## Question

Zinc-blende gallium nitride is calculated with several approximate density functionals, always in the same cell. The table gives two band gaps in eV. "Gap on path" is the distance from the highest filled to the lowest empty state anywhere along the sampled path of crystal momenta. "Direct gap on path" requires both states to have the same momentum. "Potentials" names the data sets that describe the atomic cores.

GPAW 26.7.0, Kohn–Sham DFT with PAW and plane waves up to 800 eV, for zinc-blende GaN in a fixed cell (cubic edge 4.507 Å). The self-consistent runs use a 10 × 10 × 10 k mesh and Fermi–Dirac smearing of 0.05 eV; spin–orbit coupling is added afterwards. Gaps are taken along the path Γ–X–W–K–Γ–L–U–W–L–K and U–X, sampled at 60 to 100 points.

| functional | potentials | gap on path (eV) | direct gap on path (eV) |
| --- | --- | --- | --- |
| BLYP | PAW-data-sets-made-by gpaw-setup-for-the-functional | 1.959 | 1.959 |
| C09-vdW | GPAW-PAW-data-sets-(gpaw-data-1.2.1) | 1.860 | 1.860 |
| SOGGA | PAW-data-sets-made-by gpaw-setup-for-the-functional | 1.784 | 1.784 |
| mBEEF | GPAW-PAW-data-sets-(gpaw-data-1.2.1) | 2.244 | 2.244 |
| r4SCAN | GPAW-PAW-data-sets-(gpaw-data-1.2.1) | 2.245 | 2.245 |
| revTPSS | GPAW-PAW-data-sets-(gpaw-data-1.2.1) | 1.617 | 1.617 |
| vdW-DF | GPAW-PAW-data-sets-(gpaw-data-1.2.1) | 1.991 | 1.991 |
| vdW-DF-cx | GPAW-PAW-data-sets-(gpaw-data-1.2.1) | ? | ? |

BLYP and SOGGA are gradient-corrected functionals, built from the electron density and its gradient. mBEEF, r4SCAN and revTPSS stand one rung higher, because they also use the kinetic-energy density of the orbitals. The three functionals with vdW in their names combine gradient-corrected exchange with a correlation term that links distant points.

(a) Does the rung of a functional decide its place in the order of gaps?

(b) Predict the gap for vdW-DF-cx, with an error bar. Exchange in this family is the local value multiplied by an enhancement factor $F(s)$, where $s$ is the reduced density gradient, a measure of how fast the density varies. At $s=1$, $F-1$ is roughly 0.089 for C09-vdW, 0.094 for vdW-DF-cx and 0.19 for vdW-DF.

(c) When the result is known, judge what it proves.

## Model answer

### (a) The rung doesn't decide

The two largest known gaps belong to r4SCAN and mBEEF, which are level to within 0.001 eV. Both use the kinetic-energy density, so a quick reader might conclude that this ingredient opens the gap. But revTPSS uses it too, and its gap is the smallest known one, 0.63 eV below that of r4SCAN.

The kinetic-energy density helps a functional to tell a covalent bond from a slowly varying electron gas. What the functional does with this information depends on its formula, and the formulas differ strongly within the rung. Such a functional acts on each orbital through that orbital's gradient. This is expected to open the gap when exchange responds strongly to the kinetic-energy density, as in r4SCAN, and hardly at all when it responds weakly, as in revTPSS. These calculations don't isolate which part of revTPSS makes its gap small, and the three rows use stock core data sets that weren't generated for these functionals. They do show that a rung is too coarse a label for a forecast.

### (b) Ask what changes between close relatives

A better forecast starts from functionals that share most of their ingredients. C09-vdW, vdW-DF and vdW-DF-cx have the same local correlation and the same kind of long-range correlation. They differ in exchange. Between the two known members the gap rises by 0.131 eV, and the difference in exchange is the natural cause.

Exchange can move the gap because the two band edges sample different parts of the crystal. The highest filled states are mainly nitrogen 2p. The lowest empty state is s-like and spreads further into the space between the atoms. A new $F(s)$ changes the potential by different amounts in these regions, so the two edges shift unequally. The direction of the net shift can't be read from $F$ alone, and here it is taken from the two known gaps.

For a small change of potential, the shift of the gap is proportional to that change. Suppose that the exchange of vdW-DF-cx lies a fraction $\lambda$ of the way from C09-vdW to vdW-DF. Its gap should then lie about the same fraction of the way between theirs. At $s=1$,

$$\lambda \approx \frac{0.094-0.089}{0.19-0.089}\approx 0.05,$$

$$E_\text{gap}\approx 1.860+0.05\times 0.131\approx 1.87\ \text{eV}.$$

The two known relatives fix this line completely, so its passing through them tests nothing.

The weak point is that $\lambda$ isn't the same everywhere. Where the density varies slowly, vdW-DF-cx almost follows C09-vdW; near $s=2$ it has moved part of the way towards vdW-DF. The potential also depends on the slope of $F$, which a fraction taken from values of $F$ leaves out. Taking $F$ at $s=0.5$ gives 1.864 eV, and taking it at $s=2$ gives 1.901 eV. An error bar of 0.04 eV covers this range and leaves a little room for the shape of $F$ and for the core data sets. It is a judgement, not a statistical interval.

Another answer would let exchange enhancement alone set the gap, whatever the correlation. A straight line through the four known functionals without kinetic-energy density then gives 1.82 eV, just below the range. SOGGA lies 0.06 eV below that line, which suggests that more than exchange enhancement matters once one leaves the family. The forecast therefore rests on the two relatives:

1. The gap of vdW-DF-cx is about 1.87 eV, ± 0.04 eV.
2. It is closer to C09-vdW than to vdW-DF, and below vdW-DF.
3. It is above SOGGA.
4. The model puts it slightly above C09-vdW, but well inside the error bar, so no order of these two is forecast.

### The computed result

The withheld rows as computed:

| functional | potentials | gap on path (eV) | direct gap on path (eV) |
| --- | --- | --- | --- |
| vdW-DF-cx | GPAW-PAW-data-sets-(gpaw-data-1.2.1) | 1.860 | 1.860 |

### (c) A hit, and a suspiciously close tie

The first three forecasts hold. The computed gap is 1.860 eV, and the model's own value was too high by only 0.006 eV. The second and third forecasts aren't separate successes, however, since any value inside the stated range would have met them too. On the fourth point, vdW-DF-cx and C09-vdW turn out level.

They are level to the last printed digit, which raises a suspicion: did both runs in effect evaluate the same exchange? Their total energies speak against that. They differ by about 2.5 eV in the same cell, some 0.04 of the 67 eV between C09-vdW and vdW-DF, which is the size that a small $\lambda$ leads one to expect.

The band edges, counted from each run's own zero of energy, tell more than the gap alone. From C09-vdW to vdW-DF-cx, the highest filled and the lowest empty state both rise by 0.031 eV, so the gap stays where it was. This describes the tie but doesn't explain it: a constant added to the potential would also lift both edges equally. From C09-vdW to vdW-DF the edges rise by 0.168 and 0.299 eV. If vdW-DF-cx were simply a short step along that same road, its empty edge would have risen nearly twice as far as its filled one. It didn't. A constant of another origin could blur that comparison, but it would leave the density, and so the Coulomb part of the energy, unchanged. That part rises by 0.33 eV from C09-vdW to vdW-DF-cx and falls by 3.9 eV from C09-vdW to vdW-DF. A single fraction $\lambda$ is thus too simple a description, even though it forecast the gap well.

## Remarks on the reasoning

**The interpolation did no better than a plain guess.** A candidate who wrote "the same as C09-vdW" would have come closer still. What the model adds is a reason for choosing that relative rather than vdW-DF, and an estimate of how far the answer might stray. With so small a step between C09-vdW and vdW-DF-cx, the gap alone hardly tests whether a straight line is right; the two band edges tell more. A functional halfway between the two known relatives would be a harder test.

**The line shouldn't be carried far outside the family.** Applied to BLYP, which took no part in fixing it, it misses by only 0.02 eV. Applied to SOGGA, it gives a gap 0.10 eV too large. Both functionals have a different correlation and core data sets made for them, so the table can't say why one fits and the other doesn't. The good result for BLYP alone would have given false confidence.

**The other line isn't refuted.** The line through four functionals missed the new gap by 0.04 eV. When each of those four is left out in turn and predicted from the rest, the typical miss is 0.08 eV. The new result is therefore well within what that line can be expected to do. It favours the comparison of close relatives, but one case can't decide between the two.

**A fixed cell is part of the answer.** A neighbouring series would let each functional choose its own cell size. In the present cell BLYP is under a pressure of 17.1 GPa and SOGGA under 6.4 GPa, so BLYP would expand more. The gap of gallium nitride falls as the crystal expands, by very roughly 0.04 eV for each GPa released. BLYP now lies 0.175 eV above SOGGA, and the extra pressure of about 10.7 GPa needs only $0.175/10.7\approx 0.016$ eV per GPa to cancel that lead. The order of these two would thus probably reverse, although nothing in their formulas had changed.

**Agreement between functionals isn't agreement with nature.** The measured gap is roughly 3.2 eV, so even r4SCAN falls about 1 eV short. This is the usual underestimate by functionals of these kinds. The gallium 3d electrons are also frozen in the core here. If they were free to mix with nitrogen 2p, they would push the top of the filled bands up and narrow the gap further. The spin-orbit splittings are known to come out too wide in these runs, but that matters little here, because the coupling lowers each gap by less than 0.01 eV.

For a similar forecast in another semiconductor, the useful first step is to list which ingredients two functionals share, and to keep the cell the same. If only exchange differs, and differs little where the density varies as it does in the bonds, their gaps should lie close together. The printed output after this text gives both fitted lines and their misses.

Numerical output:

```
fit of gap_on_path on 2 rows (family > 0): coefficient of est 1 +/- 2.3e-16; rms 4.44e-16, worst C09-vdW 4.44e-16, leave-one-out rms 0
  rows outside the fit (model, value, miss): BLYP 1.978, 1.959, 0.019; SOGGA 1.887, 1.784, 0.103; mBEEF 1.926, 2.244, -0.318; r4SCAN 1.926, 2.245, -0.319; revTPSS 1.926, 1.617, 0.309; vdW-DF-cx 1.866, 1.86, 0.00649
fit of gap_on_path on 4 rows (nometa > 0): constant 1.665 +/- 0.097, coefficient of F1 1.641 +/- 0.65; rms 0.0399, worst SOGGA 0.0616, leave-one-out rms 0.0837
  rows outside the fit (model, value, miss): mBEEF 1.895, 2.244, -0.349; r4SCAN 1.895, 2.245, -0.35; revTPSS 1.895, 1.617, 0.278; vdW-DF-cx 1.819, 1.86, -0.0407
forecast for vdW-DF-cx, gap in eV: 1.866
lower end of the forecast, eV: 1.826
upper end of the forecast, eV: 1.906
estimate with F taken at reduced gradient 0.5, eV: 1.864
estimate with F taken at reduced gradient 2, eV: 1.901
vdW-DF gap less C09-vdW gap, eV: 0.131
r4SCAN gap less revTPSS gap, eV: 0.628
SOGGA gap less revTPSS gap, eV: 0.167
BLYP gap less SOGGA gap, eV: 0.175
lowering of the C09-vdW gap by spin-orbit coupling, eV: 0.0084
pressure of BLYP less that of SOGGA, GPa: 10.69
rough measured gap less r4SCAN gap, eV: 0.955
```
